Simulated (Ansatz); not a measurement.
## Symmetry broken, then relaxed in Si2W

The calculation used DFT r2SCAN, scalar-relativistic, plane waves, PAW (Ansatz). The runs took a 500 eV cutoff, a Γ-centred 12×12×12 mesh and Gaussian smearing (0.15 eV). Spin–orbit coupling is left out, which can shift energies with elements as heavy as these. No spin polarisation. Energies are free energies at this smearing, counted from the undisturbed cell; pressure is positive in compression.

The starting cell (relaxed at this level):

```xyz
6
Lattice="0.0000 3.2113 0.0000 1.6056 1.6056 -3.9023 -4.8169 1.6056 -3.9023" Properties=species:S:1:pos:R:3 pbc="T T T"
Si    0.0000    3.2113   -5.1914
Si   -3.2113    3.2113   -5.1914
Si    0.0000    3.2113   -2.6132
Si   -3.2113    3.2113   -2.6132
W     0.0000    0.0000    0.0000
W    -1.6056    1.6056   -3.9023
```

The atoms are displaced (Å, in the unstrained cell):

| atom | ux | uy | uz |
| --- | --- | --- | --- |
| Si1 | -0.015 | 0.274 | -0.284 |
| Si2 | 0.015 | -0.274 | 0.284 |
| Si3 | 0.128 | 0.164 | 0.040 |
| Si4 | -0.128 | -0.164 | -0.040 |
| W5 | -0.161 | -0.096 | 0.057 |
| W6 | 0.161 | 0.096 | -0.057 |

Cell and atoms are then relaxed.

Q: Does the relaxation return to the undisturbed structure?

A: Yes (up to a choice of domain or origin): same space group and volume, and an energy 0.0 meV/atom from it. The disturbance itself cost 418.2 meV/atom. The final space group reads I4/mmm (tolerance 0.05 Å) and the volume changes by 0.00 %.

Final structure:

```yaml
crystal:
  lattice:
    - [0.00000, 3.21148, 0.00000]
    - [1.60566, 1.60574, -3.90226]
    - [-4.81688, 1.60574, -3.90222]
  atoms:
    - { symbol: Si, position: [0.33480, 0.99779, 0.33260] }
    - { symbol: Si, position: [0.33481, 0.49779, 0.83260] }
    - { symbol: Si, position: [0.66520, 0.50222, 0.16740] }
    - { symbol: Si, position: [0.66519, 0.00222, 0.66740] }
    - { symbol: W, position: [0.00000, 0.00000, 0.00000] }
    - { symbol: W, position: [0.00000, 0.50000, 0.50000] }
```

The relaxation, step by step (energy from the first step; small jumps at an unchanged geometry come where the plane waves are selected anew for the new cell):

```tsv
step	ΔE (meV/atom)	largest force component (eV/Å)	pressure (GPa)
1	0.0	4.086	12.99
2	-306.0	1.926	2.20
3	-402.0	0.539	2.52
4	-417.9	0.030	0.73
5	-418.2	0.015	0.03
6	-418.2	0.001	0.00
7	-418.2	0.001	0.00
```

Cost: 3 runs of about 28 core-minutes in all, on Intel Xeon 6975P-C (Granite Rapids) (shared hosts).